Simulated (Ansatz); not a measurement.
## Mo (Im-3m), stationary points along a deformation path

The calculation used DFT LDA, scalar-relativistic, plane waves, PAW in Ansatz 0.2.0. Settings: plane waves to 420 eV, k-mesh 24×24×24 (Γ-centred), Gaussian smearing 0.15 eV. No spin polarisation. Energies are free energies at this smearing, counted from the undisturbed cell; pressure is positive in compression.

Reference structure (as given, not relaxed at this level; it stands at -8.0 GPa):

```xyz
1
Lattice="-1.5710 1.5710 1.5710 1.5710 -1.5710 1.5710 1.5710 1.5710 -1.5710" Properties=species:S:1:pos:R:3 pbc="T T T"
Mo    0.0000    0.0000    0.0000
```

At fixed volume and fractional coordinates, lengths along (0.000, 0.000, 1.000) are scaled against those across it; ρ is that ratio over its starting value. V = 15.509 Å³/atom. Δσ is the stress along the axis less the mean stress across it (compression positive).

| ρ | ΔE (meV/atom) | Δσ (GPa) | space group |
| --- | --- | --- | --- |
| 0.650 | 848.2 | 62.02 | I4/mmm |
| 0.707 | 589.2 | 35.01 | I4/mmm |
| 0.780 | 404.7 | 27.87 | I4/mmm |
| 0.850 | 233.1 | 34.56 | I4/mmm |
| 0.920 | 69.5 | 25.43 | I4/mmm |
| 1.000 | 0.0 | 0.00 | Im-3m |
| 1.100 | 84.4 | -25.72 | I4/mmm |
| 1.200 | 252.8 | -29.40 | I4/mmm |
| 1.300 | 373.7 | -16.78 | I4/mmm |
| 1.414 | 421.2 | -0.03 | Fm-3m |
| 1.500 | 403.4 | 7.97 | I4/mmm |

Problem. How does the stress give the slope of the energy, and where is the energy stationary?

Solution. Along the path d ln(length) is 2/3 d ln ρ on the axis and −1/3 d ln ρ across it, so dE/d ln ρ = −(2/3) V Δσ: the energy falls with ρ where Δσ is positive. Δσ vanishes or changes sign at ρ = 1.000 (Im-3m), a minimum at 0.0 meV/atom; at ρ = 1.414 (Fm-3m), a maximum at 421.2 meV/atom. Pairs of stationary points between two samples would go unseen, and could change a minimum read from distant neighbours into a maximum. At ρ = 1.000, 1.414 the cell is cubic, where symmetry alone makes the stress isotropic and the slope zero.

Problem. Which shear constant sets the curvature at ρ = 1?

Solution. For a cubic crystal E/V = (2/3) C (ln ρ)² with C = C′ = (C11 − C12)/2, so Δσ = −2C ln ρ. The parabola of Δσ against ln ρ through ρ = 0.920, 1 and 1.100 gives C ≈ 144 GPa with the ions clamped, rough because the steps are large. It is the stress–strain coefficient at this cell's pressure of -8.0 GPa, not the zero-pressure constant.

Problem. Integrate that slope from ρ = 1 to 1.300 by the trapezoid rule.

Solution. With V/N in Å³ and 1 eV/Å³ = 160.2 GPa the slopes at ρ = 1.000, 1.100, 1.200, 1.300 are 0, 1660, 1897, 1083 meV/atom per unit of ln ρ. The steps add 79.1 + 154.7 + 119.3 = 353.1 meV/atom, against 373.7 from the energies; the trapezoid rule misses the curvature of the slope within each step.

In a metal these slopes depend on the k mesh and the smearing.